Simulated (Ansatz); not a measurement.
Defect calculation, host TaC

Theory: DFT PBE, scalar-relativistic, plane waves, PAW (Ansatz 0.2.0). (420 eV cutoff, 6×6×6 k-mesh, shifted by half a step, Gaussian smearing of 0.10 eV, no spin polarisation)

Host crystal, relaxed:

```cif
data_structure
_symmetry_space_group_name_H-M 'P 1'
_symmetry_Int_Tables_number 1
_cell_length_a 3.1646
_cell_length_b 3.1646
_cell_length_c 3.1646
_cell_angle_alpha 60.000
_cell_angle_beta 60.000
_cell_angle_gamma 60.000
_cell_volume 22.41
loop_
_atom_site_label
_atom_site_type_symbol
_atom_site_fract_x
_atom_site_fract_y
_atom_site_fract_z
_atom_site_occupancy
Ta1 Ta 0.00000 0.00000 0.00000 1
C1 C 0.50000 0.50000 0.50000 1
```

Supercell of 8 atoms, rows in host cell vectors: -1 1 -1; -1 -1 1; -1 1 1. Atoms relax at the host's cell, keeping the symmetry that the supercell leaves at the site. The cell is small, so energies carry finite-size errors of tenths of an eV. The host is a metal. Atoms are taken from and returned to the elements' standard states.

Spin-orbit coupling is left out, which matters for the bands and energies of heavy elements.

The defect is an interstitial at (0.250, 0.250, 0.250) of the host cell.

```tsv
charge	E_f at the valence band top (eV)	moment (μB)	largest move (Å)	atoms near the site
0	7.42	0.00	0.12	4 C at 1.98 Å, 4 Ta at 2.06 Å
```

Problem. Which element is it? Judge by the nearest distance in charge 0 and covalent radii.
A. K
B. C
C. Ba
D. H
E. Sr

Solution. B. The nearest neighbour is C at 1.98 Å, and the summed covalent radii with C are 2.91 Å for Ba, 1.52 Å for C, 1.07 Å for H, 2.79 Å for K, 2.71 Å for Sr, so C fits best. Bonds can miss such sums by a tenth of an ångström or more.